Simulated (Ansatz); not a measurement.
# TaN: the cost of one run

Method: DFT PBE, scalar-relativistic, plane waves, PAW, in Ansatz 0.2.0.

### Step 1. The starting structure

Symmetry: P-6m2, No. 187, hexagonal system. The conventional cell has a = 2.938 Å, b = 2.938 Å, c = 2.883 Å, α = 90.00°, β = 90.00°, γ = 120.00°. Around Ta (site symmetry -6m2) lie 6 N at 2.23 Å. N (site symmetry -6m2) is surrounded by 6 Ta at 2.23 Å.

As a file:

```
CELL_PARAMETERS angstrom
0.00000 5.08876 2.88300
-4.40700 -2.54438 2.88300
4.40700 -2.54438 2.88300
ATOMIC_POSITIONS crystal
Ta 0.38889 0.72222 0.38889
Ta 0.72222 0.72222 0.05556
Ta 0.38889 0.38889 0.72222
Ta 0.38889 0.05556 0.05556
Ta 0.72222 0.38889 0.38889
Ta 0.05556 0.72222 0.72222
Ta 0.05556 0.38889 0.05556
Ta 0.72222 0.05556 0.72222
Ta 0.05556 0.05556 0.38889
N 0.33333 0.66667 0.00000
N 0.66667 0.66667 0.66667
N 0.33333 0.33333 0.33333
N 0.33333 0.00000 0.66667
N 0.66667 0.33333 0.00000
N 0.00000 0.66667 0.33333
N 0.00000 0.33333 0.66667
N 0.66667 0.00000 0.33333
N 0.00000 0.00000 0.00000
```

The cell is taken as given, not relaxed at this level.

### Step 2. The perfect supercell on the trajectory's mesh

The input, input.yaml:

```yaml
crystal:
  lattice:
    - [0.0, 5.0887632954, 2.883]
    - [-4.4069982876, -2.5443816477, 2.883]
    - [4.4069982876, -2.5443816477, 2.883]
  atoms:
    - { symbol: Ta, position: [0.3888888889, 0.7222222222, 0.3888888889] }
    - { symbol: Ta, position: [0.7222222222, 0.7222222222, 0.0555555556] }
    - { symbol: Ta, position: [0.3888888889, 0.3888888889, 0.7222222222] }
    - { symbol: Ta, position: [0.3888888889, 0.0555555556, 0.0555555556] }
    - { symbol: Ta, position: [0.7222222222, 0.3888888889, 0.3888888889] }
    - { symbol: Ta, position: [0.0555555556, 0.7222222222, 0.7222222222] }
    - { symbol: Ta, position: [0.0555555556, 0.3888888889, 0.0555555556] }
    - { symbol: Ta, position: [0.7222222222, 0.0555555556, 0.7222222222] }
    - { symbol: Ta, position: [0.0555555556, 0.0555555556, 0.3888888889] }
    - { symbol: "N", position: [0.3333333333, 0.6666666667, 0.0] }
    - { symbol: "N", position: [0.6666666667, 0.6666666667, 0.6666666667] }
    - { symbol: "N", position: [0.3333333333, 0.3333333333, 0.3333333333] }
    - { symbol: "N", position: [0.3333333333, 0.0, 0.6666666667] }
    - { symbol: "N", position: [0.6666666667, 0.3333333333, 0.0] }
    - { symbol: "N", position: [0.0, 0.6666666667, 0.3333333333] }
    - { symbol: "N", position: [0.0, 0.3333333333, 0.6666666667] }
    - { symbol: "N", position: [0.6666666667, 1.0, 0.3333333333] }
    - { symbol: "N", position: [0.0, 1.0, 0.0] }
  symmetry: { detect: false }
basis:
  ecutwfc: 420
kpoints:
  mp_grid: { grid: [2, 2, 2], shift: [0.5, 0.5, 0.5] }
hamiltonian:
  xc: pbe
scf:
  occupations: { method: gaussian, width: 0.1 }
output:
  forces: true
  stress: true
  eigenvalues: true
```

On the command line:

```sh
> ansatz run input.yaml --threads 4 --pin off --max-ram 5120MiB --backend cpu --events-out ev --progress --plain --runs-dir out
```

**Question.** How long does this run take on 4 threads of Arm Neoverse N1, shared host, and how much memory does it need?

About 4 s, with a peak of 0.59 GiB.
